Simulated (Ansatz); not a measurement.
**Kick test of a cell of FeNi3**

It was relaxed at this level from a Materials Project cell.

Theory: DFT PBE, scalar-relativistic, plane waves, PAW (Ansatz). Cutoff 420 eV; k points 18×18×18 on the computed 4-atom cell (Γ-centred); Gaussian smearing, width 0.10 eV; collinear spin from starting moments 3.1 0.8 0.8 0.8 μB.

The cell below (4 atoms, space group I4/mmm (No. 139)) is relaxed within its symmetry.

```xyz
4
Lattice="-1.7706 1.7706 3.5445 1.7706 -1.7706 3.5445 1.7706 1.7706 -3.5445" Properties=species:S:1:pos:R:3 pbc="T T T"
Fe    0.0000    0.0000    0.0000
Ni    0.0000    0.0000    3.5445
Ni    0.0000    1.7706    1.7722
Ni    1.7706    0.0000    1.7722
```

For the test a repeat of it with 8 atoms (edges 4.34, 4.34, 5.01 Å) was strained at random (σ = 1.5 % a component), the atoms were moved at random (σ = 0.10 Å), and all was relaxed again on a coarse 6×6×4 mesh (in the run’s order of axes) with 0.20 eV smearing, with no symmetry imposed.

The magnetic state reached may not be the lowest.

**Question.** Does it come back?

**Answer.** It returns, within 1 meV/atom of the unmoved cell on that mesh and with the same symmetry when read at 0.1 Å (Fmmm at 0.01 Å, so small strains and shifts remain). So it is stable against the distortions that fit this cell and that this random move excites. Modes that don't fit the cell aren't tested.
